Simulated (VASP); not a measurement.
Set up this calculation in VASP 6.6.1, as the native input.

```yaml
Task: band structure
Functional: PBE0
Potentials_or_basis: VASP PAW PBE potentials, release 64 (Si)
Cutoff: 520 eV
k_mesh: 6 × 6 × 6
Occupations: gaussian, width 0.02 eV
Spin: no spin polarisation
Grid_for_exact_exchange_PRECFOCK: Fast
Exchange_at_q_=_0: truncated
Further_INCAR_settings: ALGO = Normal; EDIFF = 1e-07
```

The system is Si.

```
CELL_PARAMETERS angstrom
0.00000 2.71780 2.71780
2.71780 0.00000 2.71780
2.71780 2.71780 0.00000
ATOMIC_POSITIONS crystal
Si 0.75000 0.75000 0.75000
Si 0.50000 0.50000 0.50000
```

One way to write it, as run:

POSCAR

```
Si                                      
1.0
    0.0000000000      2.7177983867      2.7177983867
    2.7177983867      0.0000000000      2.7177983867
    2.7177983867      2.7177983867      0.0000000000
  Si            
     2
Direct
     0.7500000000000000    0.7500000000000000    0.7500000000000000
     0.5000000000000000    0.5000000000000000    0.5000000000000000
```

INCAR.step1

```
SYSTEM = Si
ALGO = Normal
EDIFF = 1E-5
ENCUT = 520
GGA = PE
ISIF = 2
ISMEAR = 0
KPAR = 4
LASPH = .True.
LCHARG = .False.
LREAL = .False.
LWAVE = .True.
NELM = 100
PREC = Accurate
SIGMA = 0.02
```

INCAR.step2

```
SYSTEM = Si
AEXX = 0.25
ALGO = Normal
EDIFF = 1E-7
ENCUT = 520
GGA = PE
HFRCUT = -1
ISIF = 2
ISMEAR = 0
ISTART = 1
KPAR = 4
LASPH = .True.
LCHARG = .False.
LHFCALC = .True.
LREAL = .False.
LWAVE = .False.
NELM = 100
PREC = Accurate
PRECFOCK = Fast
SIGMA = 0.02
```

KPOINTS

```
k-points
0
Gamma
  6 6 6
  0 0 0
```

KPOINTS_OPT

```
path GXWKGLUWLK,UX
12
line-mode
reciprocal
 0.0000000000  0.0000000000  0.0000000000  G
 0.5000000000  0.0000000000  0.5000000000  X

 0.5000000000  0.0000000000  0.5000000000  X
 0.5000000000  0.2500000000  0.7500000000  W

 0.5000000000  0.2500000000  0.7500000000  W
 0.3750000000  0.3750000000  0.7500000000  K

 0.3750000000  0.3750000000  0.7500000000  K
 0.0000000000  0.0000000000  0.0000000000  G

 0.0000000000  0.0000000000  0.0000000000  G
 0.5000000000  0.5000000000  0.5000000000  L

 0.5000000000  0.5000000000  0.5000000000  L
 0.6250000000  0.2500000000  0.6250000000  U

 0.6250000000  0.2500000000  0.6250000000  U
 0.5000000000  0.2500000000  0.7500000000  W

 0.5000000000  0.2500000000  0.7500000000  W
 0.5000000000  0.5000000000  0.5000000000  L

 0.5000000000  0.5000000000  0.5000000000  L
 0.3750000000  0.3750000000  0.7500000000  K

 0.6250000000  0.2500000000  0.6250000000  U
 0.5000000000  0.0000000000  0.5000000000  X
```

Potentials or basis: VASP PAW PBE potentials, release 64 (Si).

Command:

```console
$ cat potpaw_PBE.64/Si/POTCAR > POTCAR
$ cp INCAR.step1 INCAR
$ mpirun -np 4 vasp_std > vasp.out
$ cp INCAR.step2 INCAR
$ mpirun -np 4 vasp_std > vasp.out
```

Results of the run:

- Pressure: -0.2 GPa
- Band gap on the k mesh: 1.96 eV, indirect (least direct gap 3.99 eV)
- Band gap along the path: 1.81 eV, indirect (least direct gap 3.99 eV)

Caveat: the PAW data sets were made with another functional, which shifts forces and pressure a little; the mesh misses the band edges, which the band path finds closer together.

Run time: 5.1 min on 4 MPI ranks on AMD EPYC 7R13 Processor (Zen 3) (shared host), peak memory 0.22 GiB a rank.
